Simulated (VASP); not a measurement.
A run of VASP 6.6.1 is set up as follows.

INCAR

```
PREC = Accurate
ENCUT = 520
EDIFF = 1E-6
ISMEAR = 0
SIGMA = 0.1
LREAL = False
LASPH = True
NELM = 100
ALGO = Normal
ISIF = 2
LWAVE = False
LCHARG = False
GGA = PS
NBANDS = 10
```

File KPOINTS:

```
regular mesh
0
Gamma
  10 10 10
```

POSCAR

```
K
1.0
    0.0000000000      3.4871166067      3.4871166067
    3.4871166067      0.0000000000      3.4871166067
    3.4871166067      3.4871166067      0.0000000000
K
1
Direct
    0.0000000000      0.0000000000      0.0000000000
```

Potentials or basis: VASP PAW PBE potentials, release 64 (K_sv).

Command:

```bash
$ cat potpaw_PBE.64/K_sv/POTCAR > POTCAR
$ mpirun -np 1 vasp_std > vasp.out
```

Problem. What does it give for the band gap on the k mesh?

Solution. None (metal or under the smearing width).

Problem. Estimate the pressure.

Solution. -0.5 GPa.

Caveat: the PAW data sets were made with another functional, which shifts forces and pressure a little.
